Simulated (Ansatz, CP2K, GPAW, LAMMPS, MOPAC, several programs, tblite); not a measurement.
# GaN: cheap methods against density-functional theory

Aim: run GaN through methods of unlike cost and see what each gets, and at what price.

The COD entry's cell or inner coordinates are ideal or old and differ from later refinements, so a difference from it is no clean test against experiment.

Computed with LAMMPS, MOPAC, tblite, CP2K, GPAW, Ansatz (versions at each run) (no spin polarisation, static lattice; gaps from single points on the cell relaxed beforehand with r²SCAN, unless a step's input says otherwise).

2 further runs of the same task are left out: 2 set aside as unsound or not needed.

## (1) The system as given

Symmetry: P6_3mc, No. 186, hexagonal system. The conventional cell has a = 3.183 Å, b = 3.183 Å, c = 5.184 Å, α = 90.00°, β = 90.00°, γ = 120.00°. Ga (site symmetry 3m) has 4 N at 1.95 Å as nearest neighbours. Around N (site symmetry 3m) lie 4 Ga at 1.95 Å.

As a file:

```
Ga N
1.0
     3.18315    0.00000    0.00000
    -1.59157    2.75669    0.00000
     0.00000    0.00000    5.18363
Ga N
2 2
Direct
  0.33333 0.66667 0.99911
  0.66667 0.33333 0.49911
  0.33333 0.66667 0.37589
  0.66667 0.33333 0.87589
```

**Question.** The methods are GaN.sw, GaN.tersoff, PM6, PM7, GFN1-xTB (tblite), GFN2-xTB (tblite), PBE/DZVP, PBE/single-zeta, PBE/SZV, coarse PBE, GLLB-SC, PBE, r2SCAN. What gap does r2SCAN give on this cell, and which other methods (full PBE left aside) come nearest to r2SCAN and farthest in gap, volume and bulk modulus?

```
                                               quantity                                                 value
                                                 r2SCAN                gap 2.35 eV, 11.37 Å³/atom, B₀ 197 GPa
         gap: nearest and farthest of the other methods            PBE/single-zeta (-0.13 eV), PM6 (+2.66 eV)
      volume: nearest and farthest of the other methods  GaN.tersoff, PM7 (about 0.1 % off); PBE/SZV (+7.5 %)
bulk modulus: nearest and farthest of the other methods      GaN.sw, GaN.tersoff (about 5 % off); PM7 (+87 %)
```

**Reading.** Among the 9 methods compared for the gap (full PBE left aside), PBE/single-zeta is nearest to r2SCAN and PM6 farthest. For the volume (full PBE left aside), GaN.tersoff, PM7 tie for nearest to r2SCAN; PBE/SZV is farthest. For the bulk modulus (full PBE left aside), GaN.sw, GaN.tersoff tie for nearest to r2SCAN; PM7 is farthest. Classical potentials are fitted to lattice constants of common crystals, so a close volume there is built in, not predicted. A minimal basis or a coarse cutoff and mesh shifts results by its own error, so closeness to r2SCAN can be chance. Cluster runs see only the k-points that fold onto the zone centre, so their gaps can miss the band edges. GLLB-SC is compared with its derivative discontinuity added. No volume is given for PM6, GFN1-xTB (tblite), PBE/single-zeta, coarse PBE, which can hide a larger miss. CPU times run from 0.11 s (GaN.sw) to 56 s (PBE/DZVP). On this cell PBE/DZVP cost more than r2SCAN itself (23 s), so it is no saving here. r2SCAN is a yardstick, not the truth: it usually gives gaps below the measured ones. Measured gap of GaN: 3.503 eV (direct; quoted in “Studying electronic properties in GaN without electrical contacts using γ-γ vs e−-γ Perturbed Angular Correlations”, 2019, pmc:6823545). This calculation gives 2.35 eV (-1.15 eV). That value is r2SCAN's. Of all methods here PM7 lies nearest to the measured gap (3.32 eV), which may be luck in a method this rough.
